**Question**

I am looking at the results below for aluminium, in which one lattice vibration has been frozen into the crystal at growing amplitude. The close-packed planes slide over each other, every second plane one way and those between them the other way. The cell is held fixed, and the atoms are not allowed to relax.

Frozen vibration in fcc aluminium (2-atom cell, cubic a = 3.983 Å, Fm-3m when undisturbed), calculated with Ansatz 0.2.0: scalar-relativistic plane-wave PAW DFT, PBE with D3(BJ) dispersion, no spin polarisation, 420 eV cutoff, 24×24×24 k mesh, 0.15 eV Gaussian smearing. Energies are free energies relative to the undisturbed cell; pressure is positive in compression.

```csv
amplitude (Å of the largest displacement),energy change (meV a cell),force along mode (eV/Å),pressure (GPa)
-0.3,185.1,1.101,3.37
-0.15,50.2,0.651,0.91
0,0.0,0.000,-0.04
0.0375,3.2,-0.171,0.03
0.075,12.8,-0.339,0.21
0.1125,28.6,-0.500,0.50
0.1875,77.2,-0.789,1.41
0.225,109.2,-0.912,2.00
0.2625,145.4,-1.016,2.66
```

I have seven questions:

1. Two amplitudes are negative. Do they belong to the same curve as the others?
2. The first doubling of the amplitude multiplies the energy by exactly 4, and the pressure changes sign at the start. Can I trust those digits?
3. Is this an ideal spring up to 0.3 Å?
4. Some atoms come very close together. Why doesn't that make the crystal stiffer?
5. Can the size of the departure from a spring be estimated by hand?
6. What would change with heavier atoms, or with a slightly larger crystal?
7. Sliding doesn't change the volume. Where does the pressure come from?

**Answer**

**1. Do the negative amplitudes belong to the same curve?**

They do, by symmetry. An atom of a close-packed plane sits over a hollow between three atoms of the next plane. When the planes slide, each one has a neighbour on either side. Relative to one neighbour its atoms move towards the on-top position, atom over atom, and relative to the other they move towards the next hollow. Reversing the amplitude only swaps the two sides, so the energy stays the same and the force changes sign.

No amplitude was calculated with both signs, so the table offers no direct comparison. The negative rows do fall into place when all rows are ordered by the size of the amplitude. The energy at −0.15 Å, divided by the amplitude squared, lies between the values at 0.1125 and 0.1875 Å. Sliding lowers the symmetry from Fm-3m in the undisturbed crystal to C2/m in every displaced row.

**2. Which digits can be trusted?**

The exact 4 comes from rounding. The smallest energy is printed as 3.2 meV, which may be off by up to 0.05 meV, or 1.6 % of its value. With more digits from the same calculation the ratio is 3.98. The small deficit is real, and it grows in the later doublings.

The change of sign in the pressure has no physical meaning. The undisturbed crystal is cubic, and a cubic crystal at rest can carry no shear stress, yet the calculation gives it about 0.08 GPa. The likely source is the k mesh, which has as many points along the long axis of this doubled cell as along the short ones and so lacks cubic symmetry. This stray stress is larger than the pressures at 0 and 0.0375 Å, which are −0.04 and 0.03 GPa, and the −0.04 GPa is most likely just what the relaxation of the cell left over. The rise is real all the same, even at the start. With more digits, and counted from the undisturbed cell, the pressure at 0.075 Å is about four times that at 0.0375 Å, as expected for a square law. This suggests that the error is nearly the same in each row and largely drops out of such differences.

Energy and force also agree with each other. Between 0.225 and 0.2625 Å the mean restoring force is 0.964 eV/Å. Over that step of 0.0375 Å it does 36.2 meV of work, which is the difference between the two energies. The force column adds the contributions of both atoms in the cell, as this balance requires.

**3. Is it an ideal spring?**

Only at small amplitude. For a spring, the energy is $E=\tfrac12 kx^2$, where $x$ is the amplitude and $k$ the stiffness. The smallest displacement gives $k$ = 4.57 eV/Å². That spring would cost 206 meV at 0.3 Å, but the calculation gives 185 meV, which is 10 % less.

The force falls short by twice as much, 20 % at the same amplitude. This is what a small negative fourth-power term does:

$$E=\tfrac12 kx^2-bx^4,\qquad |F|=kx-4bx^3 .$$

Relative to the spring, the energy loses $2bx^2/k$ and the force $4bx^2/k$. Both losses grow with the square of the amplitude, but that of the force is always twice as large. A force curve therefore shows the departure from a spring sooner than an energy curve does.

In the fixed cell the crystal is nevertheless not giving way. The restoring force still increases up to the largest amplitude, and there is no sign of a second minimum. What drops is the extra force needed for each further bit of sliding. Between 0.2625 and 0.3 Å it is down to about half the initial stiffness.

**4. Why do close contacts not stiffen it?**

The closest pair is only one contact among several. At 0.3 Å it has shrunk from 2.82 to 2.52 Å, and taken alone it would suggest a steeply rising repulsion. But each atom has six contacts with the two adjacent planes. Three of them shorten and three lengthen, and their average grows to 2.87 Å. Counting contacts doesn't settle the matter, though, because a shortened contact usually gains more repulsion than a lengthened one loses.

The more general reason appears in the limit of a very long slide. After a shift by one full repeat of the lattice, every atom again sits over a hollow and the energy is back at zero. A parabola would keep rising, so the true curve must fall below it somewhere. Periodicity alone doesn't say where this begins. If atoms behaved like hard balls, the curve could first rise above the parabola and bend over only later.

In aluminium the energy falls below the parabola from the first amplitudes at which the difference can be seen. This fits a picture in which one plane feels the next as a fairly smooth, rolling landscape. It doesn't show that the repulsion between atoms is soft, because a sum of ordinary, even fairly steep, repulsions is expected to fall below the parabola from the start as well. That is an interpretation, but it can be tested with a short estimate.

**5. Can the size be estimated by hand?**

Take the smoothest landscape that has the symmetry of a close-packed plane. It consists of three equal waves whose directions differ by 60°. One wave runs along the slide, with a wavelength equal to the spacing of the atomic rows. The other two run at an angle, so their phase advances only half as fast. Adding the two sides of a plane cancels everything that changes sign with $x$, which leaves

$$E\propto 3-\cos t-2\cos\frac t2,\qquad t=\frac{2\pi\,(2x)}{s}.$$

Here $s$ is the row spacing, and $2x$ appears because neighbouring planes move in opposite directions. For small $t$ the expression becomes $\tfrac34t^2$, which is the spring. The unknown height of the landscape cancels when the full expression is divided by this parabola. The relative softening therefore follows from geometry alone.

At $x$ = 0.3 Å the planes have shifted by 0.6 Å relative to each other. The row spacing is $2.816\times\sqrt3/2=2.44$ Å, so $t$ = 1.55. The full expression then gives 1.54 and the parabola 1.79. The predicted loss is 14 %, against the calculated 10 %.

The estimate has the right sign and the right order of magnitude, but it is too large. At 0.15 Å it gives 3.7 % instead of 2.5 %, so the error is not confined to the largest slide. A possible reason is that real atoms repel each other more sharply than three smooth waves allow, which is expected to make the relative loss smaller. The calculation doesn't separate that contribution, so this remains a guess.

The same reasoning gives a rule of thumb. To leading order the relative loss is $t^2/16$, so what counts is the slide measured against the row spacing. In a similar crystal whose rows lie further apart, the same slide in ångström should stay closer to an ideal spring, provided its landscape is equally smooth.

**6. What if the atoms were heavier, or the crystal larger?**

Heavier atoms with the same bonding would leave every number in the table unchanged, because nothing here is in motion. Mass enters only when the crystal vibrates. The frequency then falls with the square root of the mass, so doubling it would lower this vibration from 152 to 107 cm⁻¹. A real change of element would alter the bonding too, and that needs a new calculation.

If the crystal is larger because its atoms sit further apart, sliding becomes easier. Pressure is the rate at which energy falls as the volume grows, so the pressure caused by the slide tells how its cost depends on volume. At 0.3 Å, one per cent more volume lowers the cost by about 3.6 %, if the atoms keep their relative positions in the cell. The slide then lengthens with the cell, so the stiffness itself falls by about two thirds of a per cent more.

This matters for the absolute stiffness. The dispersion correction used here is known to bind some metals too tightly and so to shorten their lattice. The calculated cell edge is indeed shorter than the measured one. One per cent of the edge is already three per cent of the volume, so the calculated mode is expected to be noticeably too stiff.

**7. Where does the pressure come from?**

It comes from atoms riding up over their neighbours while the cell holds the planes at a fixed distance. The direction of the stress supports this. At 0.3 Å the compression is 8.5 GPa perpendicular to the planes but averages only 0.8 GPa within them. The printed pressure, 3.37 GPa, is the average over all three directions and hides the difference.

So the shortened contacts of question 4 do have an effect, as a push that drives the planes apart. It is not equal in the two gaps: at 0.3 Å each atom feels a force of 0.37 eV/Å normal to the planes, directed away from the side that slides towards on-top, against 0.05 eV/Å at 0.15 Å. The average push has the same sign for either direction of sliding, so it starts with the square of the amplitude. Counted from the value of the undisturbed cell, the pressure grows by a factor of 3.6 from 0.15 to 0.3 Å, close to the 4 of a pure square.

This also shows what the fixed cell leaves out. If the planes were free to move apart, they would do so, and the energy at a given slide would be lower. The stress tensor of the same runs also contains a shear along the slide, about half as large as the push at 0.3 Å, which a free cell would relax too. Since both grow roughly as $x^2$, the energy gained grows as the stress squared, that is as $x^4$. The stiffness at small amplitude, and with it the frequency, would stay the same, while the softening at large amplitude would become stronger. The effect is expected to be large. With the usual elastic stiffness of aluminium, stresses of this size should lower the energy at 0.3 Å by several times the 10 % found in the fixed cell, with strains too large for a linear estimate to be reliable. Repeating the scan with the slide held at each amplitude, while the plane spacing and the shape of the cell relax, would give the actual figure.
